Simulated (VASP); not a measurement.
# CdF2 (Fm-3m) in VASP: settings compared, part 2 of 2

VASP 6.6.1. Earlier steps stand in the parts before.

### 3 Band structure, HSE06

The input, POSCAR:

```
CdF2
1.0
    0.0000000000      2.6940000000      2.6940000000
    2.6940000000      0.0000000000      2.6940000000
    2.6940000000      2.6940000000      0.0000000000
Cd F
1 2
Direct
    0.0000000000      0.0000000000      0.0000000000
    0.7500000000      0.7500000000      0.7500000000
    0.2500000000      0.2500000000      0.2500000000
```

The input, INCAR.step1:

```
SYSTEM = CdF2
ALGO = Normal ; EDIFF = 1E-5
ENCUT = 520 ; GGA = PE
ISIF = 2 ; ISMEAR = 0
KPAR = 4 ; LASPH = .TRUE.
LCHARG = .FALSE. ; LREAL = .FALSE.
LWAVE = .TRUE. ; NBANDS = 20
NELM = 80 ; PREC = Accurate
SIGMA = 0.02
```

The input, INCAR.step2:

```
SYSTEM = CdF2
ALGO = Normal ; EDIFF = 1E-6
ENCUT = 520 ; GGA = PE
HFSCREEN = 0.2 ; ISIF = 2
ISMEAR = 0 ; ISTART = 1
KPAR = 4 ; LASPH = .TRUE.
LCHARG = .FALSE. ; LHFCALC = .TRUE.
LREAL = .FALSE. ; LWAVE = .FALSE.
NBANDS = 20 ; NELM = 80
PREC = Accurate ; PRECFOCK = Fast
SIGMA = 0.02
```

The input, KPOINTS:

```
k-points
0
G
  6 6 6
  0 0 0
```

The input, KPOINTS_OPT:

```
path GXWKGLUWLK,UX
12
line-mode
reciprocal
 0.0000000000  0.0000000000  0.0000000000  G
 0.5000000000  0.0000000000  0.5000000000  X

 0.5000000000  0.0000000000  0.5000000000  X
 0.5000000000  0.2500000000  0.7500000000  W

 0.5000000000  0.2500000000  0.7500000000  W
 0.3750000000  0.3750000000  0.7500000000  K

 0.3750000000  0.3750000000  0.7500000000  K
 0.0000000000  0.0000000000  0.0000000000  G

 0.0000000000  0.0000000000  0.0000000000  G
 0.5000000000  0.5000000000  0.5000000000  L

 0.5000000000  0.5000000000  0.5000000000  L
 0.6250000000  0.2500000000  0.6250000000  U

 0.6250000000  0.2500000000  0.6250000000  U
 0.5000000000  0.2500000000  0.7500000000  W

 0.5000000000  0.2500000000  0.7500000000  W
 0.5000000000  0.5000000000  0.5000000000  L

 0.5000000000  0.5000000000  0.5000000000  L
 0.3750000000  0.3750000000  0.7500000000  K

 0.6250000000  0.2500000000  0.6250000000  U
 0.5000000000  0.0000000000  0.5000000000  X
```

Potentials or basis: VASP PAW PBE potentials, release 64 (Cd, F).

The run is started by

```sh
$ cat potpaw_PBE.64/Cd/POTCAR potpaw_PBE.64/F/POTCAR > POTCAR
$ cp INCAR.step1 INCAR
$ mpirun -np 4 vasp_std > vasp.out
$ cp INCAR.step2 INCAR
$ mpirun -np 4 vasp_std > vasp.out
```

Run time: 29 min. Hardware: 4 MPI ranks of Intel Xeon Platinum 8259CL at 2.50GHz (Skylake/Cascade Lake), shared host; peak memory 0.35 GiB.

The run converged. Its results:

```yaml
Free_energy: -14.3887 eV
Pressure: 2.6 GPa
Band_gap_on_the_k_mesh: 5.21 eV, indirect (least direct gap 5.77 eV)
Band_gap_along_the_path: 5.19 eV, indirect (least direct gap 5.77 eV)
```

Levels at the corners of the path, in eV from the valence-band top:
```csv
point,band 9,band 10,band 11,band 12,band 13,band 14,band 15,band 16,band 17,band 18
Γ,-1.01,-1.01,-0.58,-0.58,-0.58,5.19,15.00,15.00,15.00,19.86
X,-3.11,-3.11,-0.53,-0.09,-0.09,10.46,11.91,13.91,16.84,16.84
X,-3.11,-3.11,-0.53,-0.09,-0.09,10.46,11.91,13.91,16.84,16.84
W,-2.76,-1.60,-1.60,-0.63,0.00,10.54,13.58,14.04,14.04,18.76
W,-2.76,-1.60,-1.60,-0.63,0.00,10.54,13.58,14.04,14.04,18.76
K,-2.67,-2.46,-0.99,-0.36,-0.22,10.41,13.05,13.26,16.75,17.04
K,-2.67,-2.46,-0.99,-0.36,-0.22,10.41,13.05,13.26,16.75,17.04
Γ,-1.01,-1.01,-0.58,-0.58,-0.58,5.19,15.00,15.00,15.00,19.86
Γ,-1.01,-1.01,-0.58,-0.58,-0.58,5.19,15.00,15.00,15.00,19.86
L,-2.36,-1.93,-1.93,-0.45,-0.45,9.53,11.27,17.03,17.03,20.48
L,-2.36,-1.93,-1.93,-0.45,-0.45,9.53,11.27,17.03,17.03,20.48
U,-2.67,-2.46,-0.99,-0.36,-0.22,10.41,13.05,13.26,16.75,17.04
U,-2.67,-2.46,-0.99,-0.36,-0.22,10.41,13.05,13.26,16.75,17.04
W,-2.76,-1.60,-1.60,-0.63,0.00,10.54,13.58,14.04,14.04,18.76
W,-2.76,-1.60,-1.60,-0.63,0.00,10.54,13.58,14.04,14.04,18.76
L,-2.36,-1.93,-1.93,-0.45,-0.45,9.53,11.27,17.03,17.03,20.48
L,-2.36,-1.93,-1.93,-0.45,-0.45,9.53,11.27,17.03,17.03,20.48
K,-2.67,-2.46,-0.99,-0.36,-0.22,10.41,13.05,13.26,16.75,17.04
U,-2.67,-2.46,-0.99,-0.36,-0.22,10.41,13.05,13.26,16.75,17.04
X,-3.11,-3.11,-0.53,-0.09,-0.09,10.46,11.91,13.91,16.84,16.84
```

Caveat: the PAW data sets were made with another functional, which shifts forces and pressure a little.

### 4 Band structure, HSE03

POSCAR is that of step 3.

INCAR.step1 is that of step 3.

Edit INCAR.step2 of step 3 so:

```diff
@@ -3,3 +3,3 @@
 ENCUT = 520 ; GGA = PE
-HFSCREEN = 0.2 ; ISIF = 2
+HFSCREEN = 0.3 ; ISIF = 2
 ISMEAR = 0 ; ISTART = 1
```

KPOINTS is that of step 3.

KPOINTS_OPT is that of step 3.

Potentials or basis: VASP PAW PBE potentials, release 64 (Cd, F).

The run is started by

```sh
$ cat potpaw_PBE.64/Cd/POTCAR potpaw_PBE.64/F/POTCAR > POTCAR
$ cp INCAR.step1 INCAR
$ mpirun -np 4 vasp_std > vasp.out
$ cp INCAR.step2 INCAR
$ mpirun -np 4 vasp_std > vasp.out
```

OUTCAR:

```text
SYSTEM = CdF2
   EDIFF = 1E-6
   ENCUT = 520
   GGA = PE
   HFSCREEN = 0.3
   ISIF = 2
   ISMEAR = 0
   ISTART = 1
   LASPH = .TRUE.
   LHFCALC = .TRUE.
   LREAL = .FALSE.
   NELM = 80
   PREC = Accurate
   PRECFOCK = Fast

 ion  position               nearest neighbor table
   1  0.000  0.000  0.000-   2 2.33   2 2.33   2 2.33   2 2.33   3 2.33   3 2.33   3 2.33   3 2.33

   2  0.750  0.750  0.750-   1 2.33   1 2.33   1 2.33   1 2.33
   3  0.250  0.250  0.250-   1 2.33   1 2.33   1 2.33   1 2.33

  LATTYP: Found a face centered cubic cell.
 ALAT       =     5.3880000000

  Lattice vectors:

 A1 = (   0.0000000000,   2.6940000000,   2.6940000000)
 A2 = (   2.6940000000,   0.0000000000,   2.6940000000)
 A3 = (   2.6940000000,   2.6940000000,   0.0000000000)

Analysis of symmetry for initial positions (statically):
=====================================================================
 Subroutine PRICEL returns:
 Original cell was already a primitive cell.

 Routine SETGRP: Setting up the symmetry group for a
 face centered cubic supercell.

 Subroutine GETGRP returns: Found 48 space group operations
 (whereof 48 operations were pure point group operations)
 out of a pool of 48 trial point group operations.

The static configuration has the point symmetry O_h .

Analysis of symmetry for dynamics (positions and initial velocities):
=====================================================================
 Subroutine PRICEL returns:
 Original cell was already a primitive cell.

 Routine SETGRP: Setting up the symmetry group for a
 face centered cubic supercell.

 Subroutine GETGRP returns: Found 48 space group operations
 (whereof 48 operations were pure point group operations)
 out of a pool of 48 trial point group operations.

The dynamic configuration has the point symmetry O_h .

 Subroutine INISYM returns: Found 48 space group operations
 (whereof 48 operations are pure point group operations),
 and found     1 'primitive' translations

----------------------------------------------------------------------------------------

                                     Primitive cell

  volume of cell :      39.1041

  direct lattice vectors                    reciprocal lattice vectors
     0.000000000  2.694000000  2.694000000    -0.185597624  0.185597624  0.185597624
     2.694000000  0.000000000  2.694000000     0.185597624 -0.185597624  0.185597624
     2.694000000  2.694000000  0.000000000     0.185597624  0.185597624 -0.185597624

  length of vectors
     3.809891337  3.809891337  3.809891337     0.321464515  0.321464515  0.321464515

  position of ions in fractional coordinates (direct lattice)
     0.000000000  0.000000000  0.000000000
     0.750000000  0.750000000  0.750000000
     0.250000000  0.250000000  0.250000000

  ion indices of the primitive-cell ions
   primitive index   ion index
[... 27 lines left out ...]

 Found     16 irreducible k-points:

 Following reciprocal coordinates:
            Coordinates               Weight
  0.000000  0.000000  0.000000      1.000000
  0.166667  0.000000  0.000000      8.000000
  0.333333  0.000000  0.000000      8.000000
  0.500000  0.000000  0.000000      4.000000
  0.166667  0.166667  0.000000      6.000000
  0.333333  0.166667  0.000000     24.000000
[... 8 lines left out ...]
 -0.333333  0.333333  0.166667     24.000000
 -0.333333  0.500000  0.166667     12.000000
   k-points           NKPTS =     16   k-points in BZ     NKDIM =    216   number of bands    NBANDS=     20
   number of dos      NEDOS =    301   number of ions     NIONS =      3
   total plane-waves  NPLWV =  21952
   dimension x,y,z NGX =    28 NGY =   28 NGZ =   28
   dimension x,y,z NGXF=    56 NGYF=   56 NGZF=   56
   ions per type =               1   2
   NGX,Y,Z   is equivalent  to a cutoff of  12.22, 12.22, 12.22 a.u.
   NGXF,Y,Z  is equivalent  to a cutoff of  24.44, 24.44, 24.44 a.u.
 SYSTEM =  CdF2
   PREC   = accura    normal or accurate (medium, high low for compatibility)
   ISTART =      1    job   : 0-new  1-cont  2-samecut
   ICHARG =      0    charge: 1-file 2-atom 10-const
   ISPIN  =      1    spin polarized calculation?
   LNONCOLLINEAR =      F non collinear calculations
   LSORBIT =      F    spin-orbit coupling
   LASPH  =      T    aspherical Exc in radial PAW
   ENCUT  =  520.0 eV  38.22 Ry    6.18 a.u.   7.08  7.08  7.08*2*pi/ulx,y,z
   NELM   =     80;   NELMIN=  2; NELMDL=  0     # of ELM steps
   EDIFF  = 0.1E-05   stopping-criterion for ELM
   LREAL  =      F    real-space projection
   EDIFFG = 0.1E-04   stopping-criterion for IOM
   NSW    =      0    number of steps for IOM
   IBRION =     -1    ionic relax: 0-MD 1-quasi-New 2-CG
   NFREE  =      0    steps in history (QN), initial steepest desc. (CG)
   ISIF   =      2    stress and relaxation
   ISYM   =      3    0-nonsym 1-usesym 2-fastsym
   POTIM  = 0.5000    time-step for ionic-motion
   TEBEG  =    0.0;   TEEND  =   0.0 temperature during run
   PSTRESS=    0.0 pullay stress
   NELECT =      26.0000    total number of electrons
   NUPDOWN=      -1.0000    fix difference up-down
   EMIN   =  10.00;   EMAX   =-10.00  energy-range for DOS
   EFERMI =   0.00;   METHOD = LEGACY
   ISMEAR =     0;   SIGMA  =   0.02  broadening in eV -4-tet -1-fermi 0-gaus
   EFERMI_NEDOS =   21; number of points for ismear=-14 and -15
   IALGO  =     38    algorithm
   IMIX   =      1    mixing-type and parameters
     AMIX     =   0.40;   BMIX     =  1.00
     AMIX_MAG =   1.60;   BMIX_MAG =  1.00
  volume/ion in A,a.u.               =      13.03        87.96
  Fermi-wavevector in a.u.,A,eV,Ry     =   1.428867  2.700166 27.778468  2.041660
  Thomas-Fermi vector in A             =   2.548882
   LORBIT       =      0    0 simple, 1 ext, 2 COOP (PROOUT), +10 PAW based schemes
   GGA     = PE    functional components
   LHFCALC =     T    Hartree Fock is set to
   PRECFOCK=fast      Normal, Fast or Accurate (Low or Medium for compatibility)
   ENCUT4O =  -1.0   cutoff for four orbital integrals eV
   NKREDX  =     1    reduce k-point grid by
   NKREDY  =     1    reduce k-point grid by
   NKREDZ  =     1    reduce k-point grid by
   AEXX    =    0.2500 exact exchange contribution
   HFSCREEN=    0.3000 screening length (either q_TF or 0.3 A-1)
   HFSCREENC=   0.3000 screening length for correlation (either q_TF or 0.3 A-1)
   ENCUTFOCK=  -1.0 apply spherical cutoff to Coloumb kernel
   IVDW    =     0    specifies the selected vdW correction
   LEPSILON=     F    determine dielectric tensor
   LRPA    =     F    only Hartree local field effects (RPA)
 non-spin polarized calculation
 Gauss-broadening in eV      SIGMA  =   0.02
  energy-cutoff  :      520.00
  volume of cell :       39.10
 maximum number of plane-waves:      1067
  NGX = 16; NGY = 16; NGZ = 16

 number of electron      25.9999990 magnetization

 Free energy of the ion-electron system (eV)
  ---------------------------------------------------
  ext. energy  EPLUGINS =         0.00000000
  ---------------------------------------------------
  free energy    TOTEN  =       -14.04258796 eV

  energy without entropy =      -14.04258796  energy(sigma->0) =      -14.04258796

 E-fermi :  -2.5707     XC(G=0):  -8.6514

 val. band max:       -2.7186815304   @ k =  -0.3333   0.5000   0.1667
 cond. band min:       2.1926839608   @ k =   0.0000   0.0000   0.0000
 fundamental gap:      4.9113654912
 Fermi energy:        -2.5707421579

 k-point     1 :       0.0000    0.0000    0.0000
  band No.  band energies     occupation
      1     -25.1351      2.00000
      2     -23.9987      2.00000
      3      -8.7221      2.00000
      4      -8.7221      2.00000
      5      -8.7221      2.00000
      6      -7.4310      2.00000
[... 357 lines left out ...]
     19      19.5977      0.00000
     20      20.1329      0.00000

------------------------ aborting loop because EDIFF is reached ----------------------------------------

  FORCE on cell =-STRESS in cart. coord.  units (eV):
  Direction    XX          YY          ZZ          XY          YZ          ZX
  --------------------------------------------------------------------------------------
  -------------------------------------------------------------------------------------
  Total        0.6780762      0.6780762      0.6780762     -0.0000000     -0.0000000      0.0000000
  in kB       27.7821806     27.7821806     27.7821806     -0.0000000     -0.0000000      0.0000000
  external PRESSURE =      27.7821806 kB  Pullay stress =       0.0000000 kB

 VOLUME and BASIS-vectors are now :
 -----------------------------------------------------------------------------
  energy-cutoff  :      520.00
  volume of cell :       39.10
      direct lattice vectors                 reciprocal lattice vectors
     0.000000000  2.694000000  2.694000000    -0.185597624  0.185597624  0.185597624
     2.694000000  0.000000000  2.694000000     0.185597624 -0.185597624  0.185597624
     2.694000000  2.694000000  0.000000000     0.185597624  0.185597624 -0.185597624

 POSITION                                       TOTAL-FORCE (eV/Angst)
 -----------------------------------------------------------------------------------
      0.00000      0.00000      0.00000         0.000000      0.000000     -0.000000
      4.04100      4.04100      4.04100         0.000000      0.000000      0.000000
      1.34700      1.34700      1.34700        -0.000000     -0.000000     -0.000000
 -----------------------------------------------------------------------------------
    total drift:                                0.000005      0.000007      0.000007

  FREE ENERGIE OF THE ION-ELECTRON SYSTEM (eV)
  ---------------------------------------------------
  free  energy   TOTEN  =       -14.0425879622 eV

  energy  without entropy=      -14.0425879622  energy(sigma->0) =      -14.04258796
```

Run time: 31 min. Hardware: 4 MPI ranks of Intel Xeon Platinum 8259CL at 2.50GHz (Skylake/Cascade Lake), shared host; peak memory 0.35 GiB.

Results:

- Free energy: -14.0426 eV
- Pressure: 2.8 GPa
- Band gap on the k mesh: 4.91 eV, indirect (least direct gap 5.47 eV)
- Band gap along the path: 4.89 eV, indirect (least direct gap 5.47 eV)

Levels at the corners of the path, in eV from the valence-band top:
| point | band 11 | band 12 | band 13 | band 14 | band 15 | band 16 |
| --- | --- | --- | --- | --- | --- | --- |
| Γ | -0.58 | -0.58 | -0.58 | 4.89 | 14.68 | 14.68 |
| X | -0.52 | -0.09 | -0.09 | 10.12 | 11.59 | 13.60 |
| X | -0.52 | -0.09 | -0.09 | 10.12 | 11.59 | 13.60 |
| W | -1.59 | -0.62 | 0.00 | 10.20 | 13.27 | 13.71 |
| W | -1.59 | -0.62 | 0.00 | 10.20 | 13.27 | 13.71 |
| K | -0.98 | -0.36 | -0.22 | 10.07 | 12.73 | 12.95 |
| K | -0.98 | -0.36 | -0.22 | 10.07 | 12.73 | 12.95 |
| Γ | -0.58 | -0.58 | -0.58 | 4.89 | 14.68 | 14.68 |
| Γ | -0.58 | -0.58 | -0.58 | 4.89 | 14.68 | 14.68 |
| L | -1.92 | -0.45 | -0.45 | 9.19 | 10.96 | 16.69 |
| L | -1.92 | -0.45 | -0.45 | 9.19 | 10.96 | 16.69 |
| U | -0.98 | -0.36 | -0.22 | 10.07 | 12.73 | 12.95 |
| U | -0.98 | -0.36 | -0.22 | 10.07 | 12.73 | 12.95 |
| W | -1.59 | -0.62 | 0.00 | 10.20 | 13.27 | 13.71 |
| W | -1.59 | -0.62 | 0.00 | 10.20 | 13.27 | 13.71 |
| L | -1.92 | -0.45 | -0.45 | 9.19 | 10.96 | 16.69 |
| L | -1.92 | -0.45 | -0.45 | 9.19 | 10.96 | 16.69 |
| K | -0.98 | -0.36 | -0.22 | 10.07 | 12.73 | 12.95 |
| U | -0.98 | -0.36 | -0.22 | 10.07 | 12.73 | 12.95 |
| X | -0.52 | -0.09 | -0.09 | 10.12 | 11.59 | 13.60 |

Caveat: the PAW data sets were made with another functional, which shifts forces and pressure a little.

### 5 Band structure, PBE0

POSCAR is that of step 4.

INCAR.step1 is that of step 4.

The input, INCAR.step2:

```
SYSTEM = CdF2
AEXX = 0.25 ; ALGO = Normal
EDIFF = 1E-6 ; ENCUT = 520
GGA = PE ; HFRCUT = -1
ISIF = 2 ; ISMEAR = 0
ISTART = 1 ; KPAR = 4
LASPH = .TRUE. ; LCHARG = .FALSE.
LHFCALC = .TRUE. ; LREAL = .FALSE.
LWAVE = .FALSE. ; NBANDS = 20
NELM = 80 ; PREC = Accurate
PRECFOCK = Fast ; SIGMA = 0.02
```

KPOINTS is that of step 4.

KPOINTS_OPT is that of step 4.

The run is started by

```sh
$ cat potpaw_PBE.64/Cd/POTCAR potpaw_PBE.64/F/POTCAR > POTCAR
$ cp INCAR.step1 INCAR
$ mpirun -np 4 vasp_std > vasp.out
$ cp INCAR.step2 INCAR
$ mpirun -np 4 vasp_std > vasp.out
```

It took 29 min on 4 MPI ranks of Intel Xeon Platinum 8259CL at 2.50GHz (Skylake/Cascade Lake), shared host; peak memory 0.26 GiB.

Results (log left out):

```
Free energy             : -15.0850 eV
Pressure                : 2.4 GPa
Band gap on the k mesh  : 5.93 eV, indirect (least direct gap 6.49 eV)
Band gap along the path : 5.91 eV, indirect (least direct gap 6.49 eV)
```

Levels at the corners of the path, in eV from the valence-band top:
| point | band 10 | band 11 | band 12 | band 13 | band 14 | band 15 | band 16 | band 17 |
| --- | --- | --- | --- | --- | --- | --- | --- | --- |
| Γ | -1.01 | -0.58 | -0.58 | -0.58 | 5.91 | 15.75 | 15.75 | 15.75 |
| X | -3.13 | -0.53 | -0.09 | -0.09 | 11.22 | 12.64 | 14.66 | 17.60 |
| X | -3.13 | -0.53 | -0.09 | -0.09 | 11.22 | 12.64 | 14.66 | 17.60 |
| W | -1.61 | -1.61 | -0.63 | 0.00 | 11.31 | 14.33 | 14.79 | 14.79 |
| W | -1.61 | -1.61 | -0.63 | 0.00 | 11.31 | 14.33 | 14.79 | 14.79 |
| K | -2.47 | -0.99 | -0.36 | -0.22 | 11.18 | 13.79 | 14.01 | 17.50 |
| K | -2.47 | -0.99 | -0.36 | -0.22 | 11.18 | 13.79 | 14.01 | 17.50 |
| Γ | -1.01 | -0.58 | -0.58 | -0.58 | 5.91 | 15.75 | 15.75 | 15.75 |
| Γ | -1.01 | -0.58 | -0.58 | -0.58 | 5.91 | 15.75 | 15.75 | 15.75 |
| L | -1.94 | -1.94 | -0.45 | -0.45 | 10.29 | 12.02 | 17.78 | 17.78 |
| L | -1.94 | -1.94 | -0.45 | -0.45 | 10.29 | 12.02 | 17.78 | 17.78 |
| U | -2.47 | -0.99 | -0.36 | -0.22 | 11.18 | 13.79 | 14.01 | 17.50 |
| U | -2.47 | -0.99 | -0.36 | -0.22 | 11.18 | 13.79 | 14.01 | 17.50 |
| W | -1.61 | -1.61 | -0.63 | 0.00 | 11.31 | 14.33 | 14.79 | 14.79 |
| W | -1.61 | -1.61 | -0.63 | 0.00 | 11.31 | 14.33 | 14.79 | 14.79 |
| L | -1.94 | -1.94 | -0.45 | -0.45 | 10.29 | 12.02 | 17.78 | 17.78 |
| L | -1.94 | -1.94 | -0.45 | -0.45 | 10.29 | 12.02 | 17.78 | 17.78 |
| K | -2.47 | -0.99 | -0.36 | -0.22 | 11.18 | 13.79 | 14.01 | 17.50 |
| U | -2.47 | -0.99 | -0.36 | -0.22 | 11.18 | 13.79 | 14.01 | 17.50 |
| X | -3.13 | -0.53 | -0.09 | -0.09 | 11.22 | 12.64 | 14.66 | 17.60 |

Caveat: the PAW data sets were made with another functional, which shifts forces and pressure a little.

### 6 The reference run

An earlier run on the cell as given: functional PBEsol; potentials or basis VASP PAW PBE potentials, release 64 (Cd, F); cutoff 520 eV; k mesh 9 × 9 × 9; occupations fermi-dirac, width 0.05 eV; no spin polarisation.

* Pressure: 0.5 GPa
* Band gap on the k mesh: 2.93 eV, indirect (least direct gap 3.39 eV)

### 7 Summary

```csv
task,level,potentials or basis,k mesh,cutoff (eV),smearing,ladder,GW scheme,GW iterations,cutoff of the response function,frequency points,mesh quality,gap on the mesh (eV),pressure (GPa)
evGW0 quasiparticle levels,PBE,"VASP PAW PBE potentials, release 64 (Cd_GW, F_GW)",4 × 4 × 4,500,gaussian 0.01 eV,free,evGW0,4,200,50,coarse,-,-
band structure,HSE06,"VASP PAW PBE potentials, release 64 (Cd, F)",6 × 6 × 6,520,gaussian 0.02 eV,gaps,-,-,-,-,not flagged,5.21,2.6
band structure,HSE03,"VASP PAW PBE potentials, release 64 (Cd, F)",6 × 6 × 6,520,gaussian 0.02 eV,gaps,-,-,-,-,not flagged,4.91,2.8
band structure,PBE0,"VASP PAW PBE potentials, release 64 (Cd, F)",6 × 6 × 6,520,gaussian 0.02 eV,gaps,-,-,-,-,not flagged,5.93,2.4
single point,PBEsol,"VASP PAW PBE potentials, release 64 (Cd, F)",9 × 9 × 9,520,fermi-dirac 0.05 eV,free,-,-,-,-,not flagged,2.93,0.5
```

Alike in all rows: no spin polarisation; cell as given.

Caveats: some runs use coarse meshes; the PAW data sets were made with another functional, which shifts forces and pressure a little (some runs); the cutoff is under 1.25 times the usual one of these potentials, so pressure, stress and relaxed cells hold a basis-set (Pulay) error (some runs); bands, screening cutoff and mesh are small and nothing is extrapolated, so the quasiparticle values aren't converged (some runs); an odd mesh through Γ misses points on the zone boundary, where band edges often lie (some runs).

Total energies depend on the potentials used, so only differences within one code and one set of settings carry meaning.
